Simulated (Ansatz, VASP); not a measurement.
One calculation of Mg, two programs

Contents of INCAR:

```
PREC = Accurate
ENCUT = 520
EDIFF = 1E-7
ISMEAR = -1
SIGMA = 0.1
LREAL = False
LASPH = True
NELM = 100
ALGO = Normal
ISIF = 2
LWAVE = False
LCHARG = False
GGA = CA
NBANDS = 9
```

KPOINTS

```
Automatic mesh
0
Gamma
  19 19 10
```

POSCAR

```
Mg
1.0
    3.2139007069      0.0000000000      0.0000000000
   -1.6069503534      2.7833196575      0.0000000000
    0.0000000000      0.0000000000      5.2170278869
Mg
2
Direct
    0.3333333333      0.6666666667      0.2500000000
    0.6666666667      0.3333333333      0.7500000000
```

Input for Ansatz:

```yaml
crystal:
  lattice:
    - [3.2139007069, 0.0, 0.0]
    - [-1.6069503534, 2.7833196575, 0.0]
    - [0.0, 0.0, 5.2170278869]
  atoms:
    - { symbol: Mg, position: [0.3333333333, 0.6666666667, 0.25] }
    - { symbol: Mg, position: [0.6666666667, 0.3333333333, 0.75] }
hamiltonian:
  xc: lda
  pseudopotentials:
    kind: paw
    azcp:
      Mg: "pseudopotentials/Mg.paw.azcp"
basis:
  ecutwfc: 420
  fft_grid_basis: typed
kpoints:
  mp_grid: { grid: [19, 19, 10], shift: [0, 0, 0] }
magnetization:
  spin_polarized: false
scf:
  occupations: { method: fermi_dirac, width: 0.1 }
output:
  stress: true
```

Alike in both runs: task single point; functional LDA; k mesh 19 × 19 × 10; occupations fermi-dirac, width 0.1 eV; no spin polarisation.

|  | VASP | Ansatz |
| --- | --- | --- |
| version | VASP 6.6.1 | Ansatz 0.2.0 |
| potentials or method | VASP PAW LDA potentials, release 64 (Mg) | plane waves (420 eV) with PAW, scalar-relativistic |
| plane-wave cutoff (eV) | 520 | 420 |
| valence electrons in the cell | 4 | 20 |

```tsv
	VASP	Ansatz	Ansatz less VASP
pressure (GPa)	-2.9	-2.6	+0.31
largest component of the traceless stress (GPa)	0.05	0.05	+0.002
```

The two sets of potentials don't hold the same shells in valence. Ansatz warned: «pseudo_functional_mismatch».
